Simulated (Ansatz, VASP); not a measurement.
**AlAu in VASP and in Ansatz**

File INCAR:

```
SYSTEM = AlAu
  PREC = Accurate
  ENCUT = 520
  EDIFF = 1E-7
  ISMEAR = -1
  SIGMA = 0.05
  LREAL = .FALSE.
  LASPH = .TRUE.
  NELM = 60
  ALGO = Normal
  ISIF = 2
  LWAVE = .FALSE.
  LCHARG = .FALSE.
  GGA = PS
  NBANDS = 14
```

KPOINTS

```
regular mesh
0
G
  8 8 8
  0 0 0
```

POSCAR

```
AlAu
1.0
    3.2452932315      0.0000000000      0.0000000000
    0.0000000000      3.2452932315      0.0000000000
    0.0000000000      0.0000000000      3.2452932315
Au Al
1 1
Direct
    0.5000000000      0.5000000000      0.5000000000
    0.0000000000      0.0000000000      0.0000000000
```

input.yaml

```yaml
crystal:
  lattice:
    - [3.2452932315, 0.0, 0.0]
    - [0.0, 3.2452932315, 0.0]
    - [0.0, 0.0, 3.2452932315]
  atoms:
    - { symbol: Au, position: [0.5, 0.5, 0.5] }
    - { symbol: Al, position: [0.0, 0.0, 0.0] }
hamiltonian:
  xc: pbesol
  pseudopotentials: { kind: paw }
kpoints:
  mp_grid: { grid: [8, 8, 8] }
scf:
  occupations: { method: fermi_dirac, width: 0.05 }
output:
  forces: true
  stress: true
  eigenvalues: true
```

Change from the starting cell: volume scaled by 1.02.

Alike in both runs: task single point; functional PBEsol; k mesh 8 × 8 × 8; occupations fermi-dirac, width 0.05 eV; no spin polarisation.

|  | VASP | Ansatz |
| --- | --- | --- |
| version | VASP 6.6.1 | Ansatz 0.2.0 |
| potentials or method | VASP PAW PBE potentials, release 64 (Au, Al) | Ansatz PAW |
| plane-wave cutoff (eV) | 520 | 420 |
| valence electrons in the cell | 14 | 22 |

```tsv
	VASP	Ansatz	Ansatz less VASP
gap on the k mesh at the Fermi level (eV)	none	none	-
pressure (GPa)	-7.1	-7.0	+0.14
```

A gap of «none» marks a metal or a gap that the smearing closes. The two sets of potentials don't hold the same shells in valence.

Caveats: the PAW data sets were made with another functional, which shifts forces and pressure a little (VASP); the PAW data sets come from PBE, with cores solved anew for the run's functional, which leaves a small shift of forces and pressure (Ansatz). The runs have no spin-orbit coupling, so splittings on Au are missing.
